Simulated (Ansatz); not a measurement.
Crystal: La2O3.

```
La O
1.0
     3.93078    0.00000    0.00000
    -1.96539    3.40415    0.00000
     0.00000    0.00000    6.11195
La O
2 3
Direct
  0.33333 0.66667 0.24624
  0.66667 0.33333 0.75376
  0.00000 0.00000 0.00000
  0.33333 0.66667 0.64589
  0.66667 0.33333 0.35411
```

The cell is a database's computed one.

Base run:

| Item | Value |
| --- | --- |
| Program | Ansatz 0.2.0 |
| Functional | PBEsol |
| Potentials or basis | Ansatz PAW |
| Cutoff | 420 eV |
| Density cutoff | 1680 eV |
| k mesh | 8 × 8 × 5 |
| Occupations | fermi-dirac, width 0.05 eV |
| Spin | no spin polarisation |
| Hubbard terms | La f U = 8 eV |

Its results: band gap on the k mesh 3.81 eV, indirect (least direct gap 3.96 eV); pressure 0.9 GPa; largest force 0.040 eV/Å.

The run is repeated on the same cell with these changes: hubbard terms from La f U = 8 eV to La f U = 6 eV. What comes out?

Band gap on the k mesh 3.83 eV, indirect (least direct gap 3.97 eV); pressure 0.0 GPa; largest force 0.062 eV/Å.

Caveats: the magnetic or orbital state may not be the lowest; odd divisions of the mesh miss points on the zone boundary, where band edges often lie, so the gap on the mesh can be too wide; spin-orbit coupling is left out, which moves the levels of the heavy elements; the PAW data sets come from PBE, with cores solved anew for the run's functional, which leaves a small shift of forces and pressure; the density of states is complete only up to the lowest level of the last band computed.

A k mesh can miss the band edges.

Not every run made on this cell is shown here.
